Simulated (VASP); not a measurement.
Ta, 1 atom in the cell. It takes space group Im-3m (No. 229, cubic). Conventional cell: a = 3.257 Å, b = 3.257 Å, c = 3.257 Å, α = 90.00°, β = 90.00°, γ = 90.00°. Ta (site symmetry m-3m) is surrounded by 8 Ta at 2.82 Å. 

| Item | Value |
| --- | --- |
| Program | VASP 6.6.1 |
| Task | relaxation of cell and atoms |
| Functional | r2SCAN |
| Potentials or basis | VASP PAW PBE potentials, release 64 (Ta_pv) |
| Cutoff | 600 eV |
| k mesh | 16 × 16 × 16 |
| Occupations | methfessel-paxton, width 0.1 eV |
| Spin | no spin polarisation |
| Target pressure | 10.6 GPa |
| Further INCAR settings | ALGO = Normal; EDIFF = 1e-07; IBRION = 2; EDIFFG = -0.005; NSW = 90; ISIF = 3 |
| Target pressure | 10.6 GPa |

Potentials or basis: VASP PAW PBE potentials, release 64 (Ta_pv).

Run with:

```bash
$ cat potpaw_PBE.64/Ta_pv/POTCAR > POTCAR
$ mpirun -np 1 vasp_std > vasp.out
```

Hardware: 1 thread of Intel(R) Xeon(R) Platinum 8488C (Sapphire Rapids), with other jobs on the host.

**Question.** Estimate the wall time of this run.

**Answer.** It took 71 s on 1 thread of Intel(R) Xeon(R) Platinum 8488C (Sapphire Rapids), with other jobs on the host, peak memory 0.17 GiB. Counts: scf iterations 22, k points 145, ion steps 1.
